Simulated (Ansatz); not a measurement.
InSe:

```
In Se
1.0
     4.04733    0.00000    0.00000
    -2.02366    3.50509    0.00000
     0.00000    0.00000   18.05206
In Se
4 4
Direct
  0.33333 0.66667 0.07739
  0.33333 0.66667 0.92261
  0.00000 0.00000 0.42261
  0.00000 0.00000 0.57739
  0.33333 0.66667 0.35298
  0.33333 0.66667 0.64702
  0.66667 0.33333 0.14700
  0.66667 0.33333 0.85300
```

Measurements of this composition are mostly on another form, of space group No. 160.

Base run:

* Program: Ansatz 0.2.0
* Functional: LDA
* Potentials or basis: all-electron LAPW, scalar-relativistic
* Cutoff: 247 eV
* Density cutoff: 987 eV
* Basis error allowed: 0.002 eV/atom
* k mesh: 8 × 8 × 2
* Occupations: fermi-dirac, width 0.05 eV
* Spin: no spin polarisation

Its results: band gap on the k mesh 0.50 eV, direct; pressure -2.3 GPa; largest force 0.152 eV/Å.

Q: The run is repeated on the same cell with these changes: functional from LDA to PBEsol. What comes out?

A: Band gap on the k mesh 0.64 eV, direct; pressure -0.8 GPa; largest force 0.061 eV/Å.

PBEsol binds less tightly than LDA, so the same cell stands under more pressure.

Caveats: spin-orbit coupling is left out, which moves the levels of the heavy elements; this functional lacks dispersion, which binds the layers, so the pressure and a relaxed spacing across them are unreliable (some runs).

Not every run made on this cell is shown here.
